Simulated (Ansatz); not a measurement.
Write the native input for Ansatz 0.2.0 that does the following.

```
Task                : relaxation of cell and atoms
Functional          : BLYP
Potentials or basis : Ansatz PAW
Cutoff              : 420 eV (not typed: the program's choice for these potentials)
k mesh              : 9 × 9 × 9
Occupations         : fermi-dirac, width 0.05 eV
Spin                : no spin polarisation
```

The system is Pb.

```xyz
1
Lattice="-1.9797 1.9797 1.9797 1.9797 -1.9797 1.9797 1.9797 1.9797 -1.9797" Properties=species:S:1:pos:R:3 pbc="T T T"
Pb    0.0000    0.0000    0.0000
```

This isn't the form of Pb at room conditions, which is fcc.

One way to write it, as run:

input.yaml

```yaml
crystal:
  lattice:
    - [-1.9796595667, 1.9796595667, 1.9796595667]
    - [1.9796595667, -1.9796595667, 1.9796595667]
    - [1.9796595667, 1.9796595667, -1.9796595667]
  atoms:
    - { symbol: Pb, position: [0.0, 0.0, 0.0] }
hamiltonian:
  xc: blyp
  pseudopotentials: { kind: paw }
kpoints:
  mp_grid: { grid: [9, 9, 9] }
scf:
  occupations: { method: fermi_dirac, width: 0.05 }
output:
  forces: true
  stress: true
  eigenvalues: true
  write_density: true
  write_potential: true
  elf: true
  volumetric_format: npy
relax:
  f_tol: 0.01
  max_steps: 40
  cell: { stress_tol: 0.05 }
```

Potentials or basis: Ansatz PAW.

The run is started by

```sh
$ ansatz run input.yaml --threads 2 --pin off --max-ram 5632MiB --backend cpu --events-out ev --progress --plain --runs-dir out
```

Results of the run:

```yaml
Relaxed_volume: 34.99 Å³/atom
Relaxed_cell: a = 3.569 Å, b = 3.569 Å, c = 3.569 Å, α = 109.47°, β = 109.47°, γ = 109.47°
Space_group_after_relaxing_to_0.05_Å: Im-3m (No. 229)
Energy_gained_by_relaxing: 47.4 meV/atom
Ionic_steps: 5
Pressure_after_relaxing: 0.0 GPa
Band_gap_on_the_k_mesh: none (metal or under the smearing width)
```

Caveat: the plane-wave basis is chosen anew once the cell has moved, so the energies of steps on either side of that aren't comparable; the PAW data sets come from PBE, with cores solved anew for the run's functional, which leaves a small shift of forces and pressure.

Run time: 2.4 s on 2 threads of Arm Neoverse V2, on a shared host, peak memory 0.29 GiB.
